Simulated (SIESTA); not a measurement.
Crystal: HfC.

```xyz
2
Lattice="0.0000 2.3250 2.3250 2.3250 0.0000 2.3250 2.3250 2.3250 0.0000" Properties=species:S:1:pos:R:3 pbc="T T T"
Hf    2.3250    2.3250    2.3250
C     0.0000    0.0000    0.0000
```

Program: SIESTA 5.4.2. Alike in all runs: task band structure; no spin polarisation; cell as given; k mesh 10 × 10 × 10; smearing fermi-dirac 0.05 eV; grid cutoff 800 Ry. Hardware: 1 thread of Arm Neoverse V1, with other jobs on the host.

Question: Order these runs on this cell by their wall time, lowest first.
A. level PBE; potentials or basis PseudoDojo 0.4 standard (PBE files), TZP (energy shift 0.002 Ry); energy shift 0.002 Ry
B. level AM05; potentials or basis PseudoDojo 0.4 standard (PBEsol files), DZP (energy shift 0.003 Ry; two zetas on semicore shells); energy shift 0.003 Ry
C. level PBE; potentials or basis PseudoDojo 0.4 standard (PBE files), SZ (energy shift 0.002 Ry); energy shift 0.002 Ry

Answer: C (28 s), B (73 s), A (170 s).

Caveats: the basis has no polarisation orbitals (some runs).

Not every run made on this cell is shown here.
